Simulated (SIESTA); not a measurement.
## Se under changes of volume

One of the cells (27.806 Å³/atom); the others are scaled copies at fixed shape and fractional positions:

```
Se
1.0
     4.39512    0.00000    0.00000
    -2.19756    3.80628    0.00000
     0.00000    0.00000    4.98641
Se
3
Direct
  0.77460 0.77460 0.00000
  0.00000 0.22540 0.66667
  0.22540 0.00000 0.33333
```

| Property | Result |
| --- | --- |
| Program | SIESTA 5.4.2 |
| Functional | PBE |
| Potentials or basis | PseudoDojo 0.4 standard (PBE files) |
| Basis | DZP (energy shift 0.003 Ry; two zetas on semicore shells) |
| Grid cutoff | 500 Ry |
| Energy shift | 0.003 Ry |
| k mesh | 7 × 7 × 6 |
| Occupations | fermi-dirac, width 0.05 eV |
| Spin | no spin polarisation |

```csv
volume (Å³/atom),energy over the lowest point (meV/atom),pressure (GPa),gap on the mesh (eV),largest force (eV/Å)
25.625,144.39,11.7,1.12,2.429
26.170,109.06,10.0,1.10,2.138
26.716,77.91,8.4,1.08,1.867
27.806,30.52,5.7,1.04,1.379
28.351,?,?,?,?
28.896,0.00,3.4,1.01,0.947
```

Q: What does the run at 28.351 Å³/atom give?

A: Energy over the lowest point 13.32 meV/atom; pressure 4.5 GPa; gap on the mesh 1.03 eV; largest force 1.158 eV/Å.

Worked out: A Birch-Murnaghan fit of order 3 (a polynomial in V^(-2/3)) to the other rows has no minimum within the range. It gives 13.18 meV/atom at 28.351 Å³/atom, against the run's 13.32, and -dE/dV = 4.5 GPa, against 4.5. A straight line through the other rows of the gap, of slope -0.927 eV per unit of ln V, gives 1.03 eV, against the run's 1.03.

Energies are extrapolated to zero smearing.

Caveats: an odd mesh through Γ misses points on the zone boundary, where band edges often lie; the basis of atomic orbitals isn't converged, which shifts pressures, moduli and gaps; forces of over 1 eV/Å show positions far from the minimum, so gaps and moduli don't describe the material at rest (some runs). Spin-orbit coupling on Se is left out.
